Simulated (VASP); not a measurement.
GaAs:

```
Ga As
1.0
     0.00000    2.83140    2.83140
     2.83140    0.00000    2.83140
     2.83140    2.83140    0.00000
Ga As
1 1
Direct
  0.00000 0.00000 0.00000
  0.25000 0.25000 0.25000
```

Base run:

| Item | Value |
| --- | --- |
| Program | VASP 6.6.1 |
| Functional | PBE |
| Potentials or basis | VASP PAW PBE potentials, release 64 (Ga_d, As) |
| Cutoff | 520 eV |
| k mesh | 8 × 8 × 8 |
| Occupations | gaussian, width 0.03 eV |
| Spin | no spin polarisation |

Its results: band gap on the k mesh 0.48 eV, direct; pressure 3.1 GPa.

The run is repeated on the same cell with these changes: functional from PBE to PBE0. What comes out?

Band gap on the k mesh 1.93 eV, direct; pressure 0.4 GPa.

PBE0 gives the wider gap, since exact exchange removes part of the self-interaction.

Caveats: the PAW data sets were made with another functional, which shifts forces and pressure a little (some runs).
